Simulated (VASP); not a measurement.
# I (Cmc2_1) in VASP: notebook

One crystal, I, is run at these levels: LDA; tasks: relaxation of cell and atoms.

Everything below comes from runs of VASP 6.6.1. Logs are shortened: lines on timing, memory, paths and dates and some standing lists are left out, and cuts for length are marked.

**1. The crystal as given**

Symmetry: Cmc2_1, No. 36, orthorhombic system. The conventional cell has a = 5.908 Å, b = 4.005 Å, c = 9.099 Å, α = 90.00°, β = 90.00°, γ = 90.00°. I (site symmetry m) has 3 I at 2.74 to 3.13 Å as nearest neighbours. Around I (site symmetry m) lie 3 I at 2.74 to 3.13 Å.

**2. Relaxation of cell and atoms, LDA, target pressure 17 GPa, at which the enthalpy is minimised**

The input, INCAR:

```
SYSTEM = I
PREC = Accurate
ENCUT = 600
EDIFF = 1E-6
ISMEAR = 0
SIGMA = 0.03
LREAL = .FALSE.
LASPH = .TRUE.
NELM = 80
ALGO = Normal
ISIF = 3
LWAVE = .FALSE.
LCHARG = .FALSE.
IBRION = 2
NSW = 90
EDIFFG = -0.01
PSTRESS = 170.0
KPAR = 2
```

The input, KPOINTS:

```
regular mesh
0
G
  8 8 4
  0 0 0
```

The input, POSCAR:

```
I
1.0
    2.9540000000     -2.0027500000      0.0000000000
    2.9540000000      2.0027500000      0.0000000000
    0.0000000000      0.0000000000      9.0992000000
I
4
Direct
    0.5701000000      0.4299000000      0.2644600000
    0.4299000000      0.5701000000      0.7644600000
    0.9613000000      0.0387000000      0.5117300000
    0.0387000000      0.9613000000      0.0117300000
```

Potentials or basis: VASP PAW LDA potentials, release 64 (I).

Run with:

```bash
$ cat potpaw_LDA.64/I/POTCAR > POTCAR
$ mpirun -np 2 vasp_std > vasp.out
```

OUTCAR:

```text
SYSTEM = I
   PREC = Accurate
   ENCUT = 600
   EDIFF = 1E-6
   ISMEAR = 0
   LREAL = .FALSE.
   LASPH = .TRUE.
   NELM = 80
   ISIF = 3
   IBRION = 2
   NSW = 90
   EDIFFG = -0.01
   PSTRESS = 170.0

 ion  position               nearest neighbor table
   1  0.570  0.430  0.264-   3 2.74   4 2.97   4 3.13   3 3.32
   2  0.430  0.570  0.764-   4 2.74   3 2.97   3 3.13   4 3.32
   3  0.961  0.039  0.512-   1 2.74   2 2.97   2 3.13   1 3.32
   4  0.039  0.961  0.012-   2 2.74   1 2.97   1 3.13   2 3.32

  LATTYP: Found a base centered orthorhombic cell.
 ALAT       =     4.0055000000
 B/A-ratio  =     1.4749719136
 C/A-ratio  =     2.2716764449

  Lattice vectors:

 A1 = (  -2.9540000000,  -2.0027500000,   0.0000000000)
 A2 = (   2.9540000000,  -2.0027500000,   0.0000000000)
 A3 = (   0.0000000000,   0.0000000000,   9.0992000000)

Analysis of symmetry for initial positions (statically):
=====================================================================
 Subroutine PRICEL returns:
 Original cell was already a primitive cell.

 Routine SETGRP: Setting up the symmetry group for a
 base centered orthorhombic supercell.

 Subroutine GETGRP returns: Found  4 space group operations
 (whereof  2 operations were pure point group operations)
 out of a pool of  8 trial point group operations.

The static configuration has the point symmetry C_1h.
 The point group associated with its full space group is C_2v.

Analysis of symmetry for dynamics (positions and initial velocities):
=====================================================================
 Subroutine PRICEL returns:
 Original cell was already a primitive cell.

 Routine SETGRP: Setting up the symmetry group for a
 base centered orthorhombic supercell.

 Subroutine GETGRP returns: Found  4 space group operations
 (whereof  2 operations were pure point group operations)
 out of a pool of  8 trial point group operations.

The dynamic configuration has the point symmetry C_1h.
 The point group associated with its full space group is C_2v.

 Subroutine INISYM returns: Found  4 space group operations
 (whereof  2 operations are pure point group operations),
 and found     1 'primitive' translations

----------------------------------------------------------------------------------------

                                     Primitive cell

  volume of cell :     107.6640

  direct lattice vectors                    reciprocal lattice vectors
     2.954000000 -2.002750000  0.000000000     0.169262018 -0.249656722  0.000000000
     2.954000000  2.002750000  0.000000000     0.169262018  0.249656722  0.000000000
     0.000000000  0.000000000  9.099200000     0.000000000  0.000000000  0.109899771

  length of vectors
     3.568910697  3.568910697  9.099200000     0.301625777  0.301625777  0.109899771

  position of ions in fractional coordinates (direct lattice)
     0.570100000  0.429900000  0.264460000
     0.429900000  0.570100000  0.764460000
     0.961300000  0.038700000  0.511730000
     0.038700000  0.961300000  0.011730000

  ion indices of the primitive-cell ions
   primitive index   ion index
                 1           1
                 2           2
                 3           3
                 4           4

----------------------------------------------------------------------------------------

 KPOINTS: regular mesh

Automatic generation of k-mesh.
 Grid dimensions read from file:
 generate k-points for:    8    8    4

 Generating k-lattice:

  Cartesian coordinates                     Fractional coordinates (reciprocal lattice)
     0.021157752 -0.031207090  0.000000000     0.125000000  0.000000000  0.000000000
     0.021157752  0.031207090  0.000000000     0.000000000  0.125000000  0.000000000
     0.000000000  0.000000000  0.027474943     0.000000000  0.000000000  0.250000000

  Length of vectors
     0.037703222  0.037703222  0.027474943

  Shift w.r.t. Gamma in fractional coordinates (k-lattice)
     0.000000000  0.000000000  0.000000000

 Subroutine IBZKPT returns following result:
 ===========================================

 Found     63 irreducible k-points:

 Following reciprocal coordinates:
            Coordinates               Weight
  0.000000  0.000000  0.000000      1.000000
  0.125000  0.000000  0.000000      4.000000
  0.250000  0.000000  0.000000      4.000000
  0.375000  0.000000  0.000000      4.000000
  0.500000  0.000000  0.000000      2.000000
  0.125000  0.125000  0.000000      2.000000
[... 16 lines left out ...]
  0.125000  0.000000  0.250000      8.000000
  0.250000  0.000000  0.250000      8.000000
 [... further k-points ...]
   k-points           NKPTS =     63   k-points in BZ     NKDIM =     63   number of bands    NBANDS=     18
   number of dos      NEDOS =    301   number of ions     NIONS =      4
   total plane-waves  NPLWV =  72000
   dimension x,y,z NGX =    30 NGY =   30 NGZ =   80
   dimension x,y,z NGXF=    60 NGYF=   60 NGZF=  160
   ions per type =               4
   NGX,Y,Z   is equivalent  to a cutoff of  13.97, 13.97, 14.62 a.u.
   NGXF,Y,Z  is equivalent  to a cutoff of  27.95, 27.95, 29.23 a.u.
 SYSTEM =  I
   PREC   = accura    normal or accurate (medium, high low for compatibility)
   ISTART =      0    job   : 0-new  1-cont  2-samecut
   ICHARG =      2    charge: 1-file 2-atom 10-const
   ISPIN  =      1    spin polarized calculation?
   LNONCOLLINEAR =      F non collinear calculations
   LSORBIT =      F    spin-orbit coupling
   LASPH  =      T    aspherical Exc in radial PAW
   ENCUT  =  600.0 eV  44.10 Ry    6.64 a.u.   7.13  7.13 18.17*2*pi/ulx,y,z
   NELM   =     80;   NELMIN=  2; NELMDL= -5     # of ELM steps
   EDIFF  = 0.1E-05   stopping-criterion for ELM
   LREAL  =      F    real-space projection
   EDIFFG = -.1E-01   stopping-criterion for IOM
   NSW    =     90    number of steps for IOM
   IBRION =      2    ionic relax: 0-MD 1-quasi-New 2-CG
   NFREE  =      1    steps in history (QN), initial steepest desc. (CG)
   ISIF   =      3    stress and relaxation
   ISYM   =      2    0-nonsym 1-usesym 2-fastsym
   POTIM  = 0.5000    time-step for ionic-motion
   TEBEG  =    0.0;   TEEND  =   0.0 temperature during run
   PSTRESS=  170.0 pullay stress
   NELECT =      28.0000    total number of electrons
   NUPDOWN=      -1.0000    fix difference up-down
   EMIN   =  10.00;   EMAX   =-10.00  energy-range for DOS
   EFERMI =   0.00;   METHOD = LEGACY
   ISMEAR =     0;   SIGMA  =   0.03  broadening in eV -4-tet -1-fermi 0-gaus
   EFERMI_NEDOS =   21; number of points for ismear=-14 and -15
   IALGO  =     38    algorithm
   IMIX   =      4    mixing-type and parameters
     AMIX     =   0.40;   BMIX     =  1.00
     AMIX_MAG =   1.60;   BMIX_MAG =  1.00
  volume/ion in A,a.u.               =      26.92       181.64
  Fermi-wavevector in a.u.,A,eV,Ry     =   1.044970  1.974708 14.857063  1.091963
  Thomas-Fermi vector in A             =   2.179746
   LORBIT       =      0    0 simple, 1 ext, 2 COOP (PROOUT), +10 PAW based schemes
   GGA     = CA    functional components
   LHFCALC =     F    Hartree Fock is set to
   AEXX    =    0.0000 exact exchange contribution
   IVDW    =     0    specifies the selected vdW correction
   LEPSILON=     F    determine dielectric tensor
   LRPA    =     F    only Hartree local field effects (RPA)
 conjugate gradient relaxation of ions
 non-spin polarized calculation
 Gauss-broadening in eV      SIGMA  =   0.03
  energy-cutoff  :      600.00
  volume of cell :      107.66
 maximum number of plane-waves:      3624
 NGX is ok and might be reduce to    30
   NGX = 15   NGY = 15   NGZ = 37

--------------------------------------- Ionic step        1  -------------------------------------------

 number of electron      27.9999999 magnetization

 Free energy of the ion-electron system (eV)
  ---------------------------------------------------
  ext. energy  EPLUGINS =         0.00000000
  ---------------------------------------------------
  free energy    TOTEN  =        -6.90524837 eV

  energy without entropy =       -6.90517387  energy(sigma->0) =       -6.90521112

------------------------ aborting loop because EDIFF is reached ----------------------------------------

  FORCE on cell =-STRESS in cart. coord.  units (eV):
  Direction    XX          YY          ZZ          XY          YZ          ZX
  --------------------------------------------------------------------------------------
  -------------------------------------------------------------------------------------
  Total       10.0390760      9.0815070      9.0600102      0.0000000      0.0000000      0.0000000
  in kB      149.3942520    135.1444040    134.8245043      0.0000000      0.0000000      0.0000000
  external PRESSURE =     -30.2122799 kB  Pullay stress =     170.0000000 kB
[... 103 lines left out ...]
  energy  without entropy=       -6.6086410311  energy(sigma->0) =       -6.60865868

  enthalpy is  TOTEN    =         4.4843157110 eV   P V=       11.0929920393

[... ionic steps 4 to 64 ...]

--------------------------------------- Ionic step       65  -------------------------------------------

 number of electron      28.0000003 magnetization

------------------------ aborting loop because EDIFF is reached ----------------------------------------
[... 75 lines left out ...]
--------------------------------------- Ionic step       67  -------------------------------------------

 number of electron      28.0000003 magnetization

 Free energy of the ion-electron system (eV)
  ---------------------------------------------------
  ext. energy  EPLUGINS =         0.00000000
  ---------------------------------------------------
  free energy    TOTEN  =        -6.40042378 eV

  energy without entropy =       -6.40010987  energy(sigma->0) =       -6.40026682

 E-fermi :   9.3782     XC(G=0): -10.7603

 val. band max:        9.3635762621   @ k =   0.3750   0.2500   0.0000
 cond. band min:       9.4125317245   @ k =   0.0000   0.0000   0.2500
 fundamental gap:      0.0489554624
 Fermi energy:         9.3781886634

 k-point     1 :       0.0000    0.0000    0.0000
  band No.  band energies     occupation
      1      -7.1237      2.00000
      2      -5.2709      2.00000
      3      -5.2695      2.00000
      4      -1.8475      2.00000
      5       3.0799      2.00000
      6       4.8316      2.00000
[... 481 lines left out ...]
      5       2.8901      2.00000
      6       3.1320      2.00000
[... 10 lines left out ...]
     17      13.4729      0.00000
     18      14.6028      0.00000

 [... further k-points ...]

------------------------ aborting loop because EDIFF is reached ----------------------------------------

  FORCE on cell =-STRESS in cart. coord.  units (eV):
  Direction    XX          YY          ZZ          XY          YZ          ZX
  --------------------------------------------------------------------------------------
  -------------------------------------------------------------------------------------
  Total       10.7998802     10.7763363     10.7989362      0.0000000      0.0000000      0.0000000
  in kB      170.1870166    169.8160071    170.1721411      0.0000000      0.0000000      0.0000000
  external PRESSURE =       0.0583883 kB  Pullay stress =     170.0000000 kB
[... 23 lines left out ...]
  energy  without entropy=       -6.4001098655  energy(sigma->0) =       -6.40026682

  enthalpy is  TOTEN    =         4.3875885297 eV   P V=       10.7880123080

 reached required accuracy - stopping structural energy minimisation
```

It took 17 min on 2 MPI ranks of AMD EPYC 9R45 (Zen 5), shared host; peak memory 0.28 GiB.

Results:

- Free energy: -6.4004 eV
- Relaxed volume: 25.42 Å³/atom
- Relaxed cell: a = 3.562 Å, b = 3.562 Å, c = 8.374 Å, α = 90.00°, β = 90.00°, γ = 73.16°
- Space group after relaxing (to 0.05 Å): Fmmm (No. 69)
- Energy change on relaxing (the enthalpy is what falls): +126.2 meV/atom
- Ionic steps: 67
- Pressure after relaxing: 17.0 GPa
- Largest force after relaxing: 0.003 eV/Å
- Band gap on the k mesh: none (metal or under the smearing width)

Forces on the atoms (eV/Å):
```
I    0.000 -0.002 -0.002
I    0.000  0.002 -0.002
I    0.000  0.001  0.002
I    0.000 -0.001  0.002
```

Step by step:
| step | energy change (eV) | largest force (eV/Å) | pressure (GPa) | volume (Å³) |
| --- | --- | --- | --- | --- |
| 1 | 0.0000 | 0.2522 | 13.98 | 107.66 |
| 3 | 0.2966 | 0.3504 | 17.15 | 104.55 |
| 5 | 0.3848 | 0.2469 | 17.19 | 103.54 |
| 7 | 0.3351 | 0.0420 | 16.62 | 103.80 |
| 9 | 0.3961 | 0.0462 | 17.34 | 103.21 |
| 11 | 0.3117 | 0.1609 | 16.19 | 103.88 |
| 13 | 0.2914 | 0.2179 | 15.80 | 104.07 |
| 15 | 0.3095 | 0.1818 | 16.05 | 103.88 |
| 17 | 0.3819 | 0.2454 | 16.36 | 103.07 |
| 19 | 0.5052 | 0.2057 | 17.00 | 101.79 |
| 21 | 0.5200 | 0.0852 | 16.94 | 101.61 |
| 23 | 0.4827 | 0.0822 | 16.35 | 101.95 |
| 25 | 0.5042 | 0.0792 | 16.52 | 101.73 |
| 27 | 0.6059 | 0.0679 | 17.36 | 100.76 |
| 29 | 0.5815 | 0.0570 | 17.14 | 100.99 |
| 31 | 0.5489 | 0.0677 | 16.70 | 101.29 |
| 33 | 0.5713 | 0.0318 | 17.02 | 101.07 |
| 35 | 0.5908 | 0.0454 | 17.37 | 100.88 |
| 37 | 0.5766 | 0.0481 | 17.41 | 101.01 |
| 39 | 0.5288 | 0.0294 | 16.94 | 101.46 |
| 41 | 0.5294 | 0.0070 | 17.00 | 101.45 |
| 43 | 0.5281 | 0.0090 | 17.00 | 101.46 |
| 45 | 0.5143 | 0.0065 | 16.90 | 101.59 |
| 47 | 0.4615 | 0.0076 | 16.46 | 102.09 |
| 49 | 0.4877 | 0.0038 | 16.69 | 101.84 |
| 51 | 0.4872 | 0.0039 | 16.69 | 101.84 |
| 53 | 0.4854 | 0.0043 | 16.68 | 101.86 |
| 55 | 0.4848 | 0.0045 | 16.68 | 101.87 |
| 57 | 0.4907 | 0.0043 | 16.74 | 101.81 |
| 59 | 0.5175 | 0.0035 | 17.07 | 101.55 |
| 61 | 0.5136 | 0.0036 | 17.03 | 101.59 |
| 63 | 0.5130 | 0.0036 | 17.01 | 101.60 |
| 65 | 0.5115 | 0.0031 | 17.01 | 101.61 |
| 67 | 0.5048 | 0.0032 | 17.01 | 101.67 |

Final structure:
```xyz
4
Lattice="2.8602 -2.1226 0.0000 2.8602 2.1226 0.0000 0.0000 0.0000 8.3738" Properties=species:S:1:pos:R:3 pbc="T T T"
I     2.8602    0.0022    2.2032
I     2.8602   -0.0022    6.3901
I     2.8602    2.1219    4.2965
I     2.8602   -2.1219    0.1096
```

Caveat: the cell is relaxed towards a set pressure, so the enthalpy falls and the energy may rise.

(Part 1 of 2 ends here.)
